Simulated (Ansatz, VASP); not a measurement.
MnO in VASP and in Ansatz

```
Mn O
1.0
     0.00000    2.38677    2.38677
     2.38677    0.00000    2.38677
     2.38677    2.38677    0.00000
Mn O
1 1
Direct
  0.00000 0.00000 0.00000
  0.25000 0.25000 0.25000
```

Measurements of this composition are mostly on another form, of space group No. 225.

Alike in both runs: task single point; functional PBE; k mesh 9 × 9 × 9; occupations fermi-dirac, width 0.05 eV; collinear spin.

|  | VASP | Ansatz |
| --- | --- | --- |
| version | VASP 6.6.1 | Ansatz 0.2.0 |
| potentials or method | VASP PAW PBE potentials, release 64 (Mn_pv, O) | Ansatz PAW |
| plane-wave cutoff (eV) | 520 | 420 |
| valence electrons in the cell | 19 | 21 |

|  | VASP | Ansatz | Ansatz less VASP |
| --- | --- | --- | --- |
| gap on the k mesh at the Fermi level (eV) | none | none | - |
| pressure (GPa) | 2.3 | 1.9 | -0.38 |
| net moment per atom (μB) | 2.49 | 2.50 | 0.000 |
| size of the moment on the site where the two differ most (μB) | 4.42 | 3.96 | -0.457 |

Site moments also hang on the region over which each program counts them. A gap of «none» marks a metal or a gap that the smearing closes. The two sets of potentials don't hold the same shells in valence.

Caveats: a cell with one magnetic atom can't hold antiferromagnetic order, which such compounds often take; semilocal functionals often make such compounds metallic where correlation or magnetic order opens a gap, which also shifts bond lengths; the pressure holds a Pulay correction of +0.5 GPa for the finite cutoff (Ansatz).
